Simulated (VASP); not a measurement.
A run of VASP 6.6.1 is set up as follows.

run.py

```python
from ase.calculators.vasp import Vasp
from ase.io import read

atoms = read('TePb.xyz')
calc = Vasp(
    directory='calc',
    xc='pbesol',
    pp='PBE',
    setups='recommended',
    prec='Accurate',
    encut=520,
    ediff=1e-07,
    ismear=-5,
    sigma=0.05,
    lreal=False,
    lasph=True,
    nelm=100,
    algo='Fast',
    isif=2,
    lwave=False,
    lcharg=False,
    ivdw=11,
    ibrion=2,
    nsw=40,
    ediffg=-0.001,
    nelmdl=-12,
    kpts=[7, 7, 7],
    gamma=True,
)
atoms.calc = calc

print('energy (eV):', atoms.get_potential_energy())
print('free energy (eV):', atoms.get_potential_energy(force_consistent=True))
print('forces (eV/A):')
print(atoms.get_forces())
print('stress (eV/A^3, Voigt):', atoms.get_stress())
print('Fermi level (eV):', calc.get_fermi_level())
print('cell (A, degrees):', atoms.cell.cellpar())
print('volume (A^3):', atoms.get_volume())
print('scaled positions:')
print(atoms.get_scaled_positions())
```

The input TePb.xyz:

```xyz
2
Lattice="0.0000000000 3.2310000000 3.2310000000 3.2310000000 0.0000000000 3.2310000000 3.2310000000 3.2310000000 0.0000000000" Properties=species:S:1:pos:R:3 pbc="T T T"
Pb    -0.0010403820      0.0318059640     -0.0157349700
Te     3.1990809510      3.2475685680      3.2885861130
```

Potentials or basis: VASP PAW PBE potentials, release 64 (Pb_d, Te).

Run with:

```console
$ python run.py
```

Q: What does it give for the dispersion energy per atom?

A: -0.222 eV.

Q: What does it give for the band gap on the k mesh?

A: 0.96 eV, direct.

Q: Estimate the energy gained by relaxing.

A: 0.6 meV/atom.

Step by step:
| step | energy change (eV) | largest force (eV/Å) | pressure (GPa) |
| --- | --- | --- | --- |
| 1 | 0.0000 | 0.0320 | -1.25 |
| 2 | -0.0001 | 0.0294 | -1.25 |
| 3 | -0.0004 | 0.0244 | -1.27 |
| 4 | -0.0007 | 0.0164 | -1.29 |
| 5 | -0.0011 | 0.0024 | -1.31 |
| 6 | -0.0011 | 0.0013 | -1.32 |
| 7 | -0.0011 | 0.0008 | -1.32 |

Caveat: the PAW data sets were made with another functional, which shifts forces and pressure a little; spin-orbit coupling is left out, which as a rule narrows the gap of such compounds by several tenths of an eV; an odd mesh through Γ misses points on the zone boundary, where band edges often lie.
